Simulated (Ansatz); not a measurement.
# CoSi2: the cost of one run

Computed with Ansatz 0.2.0 (DFT PBEsol, scalar-relativistic, unless a step's input says otherwise).

## 1. The system as given

Symmetry: Fm-3m, No. 225, cubic system. Conventional cell: a = 5.365 Å, b = 5.365 Å, c = 5.365 Å, α = 90.00°, β = 90.00°, γ = 90.00°. Co (site symmetry m-3m) is surrounded by 8 Si at 2.32 Å. Si (site symmetry -43m) is surrounded by 4 Co at 2.32 Å.

Structure file:

```
Co Si
1.0
     0.00000    2.68250    2.68250
     2.68250    0.00000    2.68250
     2.68250    2.68250    0.00000
Co Si
1 2
Direct
  0.00000 0.00000 0.00000
  0.25000 0.25000 0.25000
  0.75000 0.75000 0.75000
```

Atoms are numbered in the order of the input: Co1, Si2, Si3.

## 2. Volume × 0.96, LAPW

File input.yaml:

```yaml
crystal:
  lattice:
    - [0.0, 2.6462455558, 2.6462455558]
    - [2.6462455558, 0.0, 2.6462455558]
    - [2.6462455558, 2.6462455558, 0.0]
  atoms:
    - { symbol: Co, position: [0.0, 0.0, 0.0], spin: 2.0 }
    - { symbol: Si, position: [0.25, 0.25, 0.25] }
    - { symbol: Si, position: [0.75, 0.75, 0.75] }
magnetization:
  spin_polarized: true
kpoints:
  mp_grid: { grid: [11, 11, 11] }
  band_path:
    path:
      - [0.0, 0.0, 0.0]
      - [0.5, 0.0, 0.5]
      - [0.625, 0.25, 0.625]
      - [0.375, 0.375, 0.75]
      - [0.0, 0.0, 0.0]
      - [0.5, 0.5, 0.5]
      - [0.5, 0.25, 0.75]
      - [0.5, 0.0, 0.5]
    npoints: 5
scf:
  occupations: { method: fermi_dirac, width: 0.05 }
hamiltonian:
  xc: pbesol
  pseudopotentials: { kind: all_electron, lapw: { basis_error: 0.001 } }
output:
  forces: true
  stress: true
  eigenvalues: true
```

The run is started by

```sh
$ ansatz run input.yaml --threads 1 --pin off --max-ram 6144MiB --backend cpu --events-out ev --progress --plain --runs-dir out
```

What time and memory should one allow on 1 thread of Arm Neoverse V1, shared host?

About 56 s, with a peak of 0.56 GiB.
